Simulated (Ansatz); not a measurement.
## A substitution in GaAs

All numbers are results of PBE, scalar-relativistic (spin polarisation where moments were expected) in the plane-wave PAW code Ansatz at 420 eV, Gaussian smearing of 0.05 eV, not measurements.

GaAs was relaxed to zero pressure in the COD cell structure.

The structure is cubic, space group F-43m (No. 216). The conventional cell has a = 5.745 Å, b = 5.745 Å, c = 5.745 Å, α = 90.00°, β = 90.00°, γ = 90.00°. Ga (site symmetry -43m) is surrounded by 4 As at 2.49 Å. As (site symmetry -43m) is surrounded by 4 Ga at 2.49 Å. Neighbours are those within 15 % of a site's shortest distance, so a longer bond may be listed from one end only.

Results for GaAs: a (Å) 5.745, V (Å³/atom) 23.70, shortest unlike bond (Å) 2.49, gap (eV) 0.16, B0 (GPa) 60, E_f (eV/atom) -0.35.

**Question.** All As is replaced by P and the cell relaxed again in the same space group. What comes out?

**Answer.** GaP: a (Å) 5.506, V (Å³/atom) 20.87, shortest unlike bond (Å) 2.38, gap (eV) 1.58, B0 (GPa) 77, E_f (eV/atom) -0.43.

The volume changes by −12.0 %, or −4.2 % in mean length, and the shortest unlike bond by -0.11 Å. The bulk modulus goes from 60.3 to 76.7 GPa, as V^−1.9: with like bonding the larger cell is the softer. The formation energy moves by -0.08 eV/atom, so GaP is the more strongly bound against its own elements.

Gaps are (generalised) Kohn–Sham gaps. E_f is the formation energy from the elements run alike, at 0 K, without zero-point energy or dispersion between the molecules, chains or layers of the solid elements; it is good to about 0.01 eV/atom as a calculation.

All runs used the PAW datasets of the set soft_2.
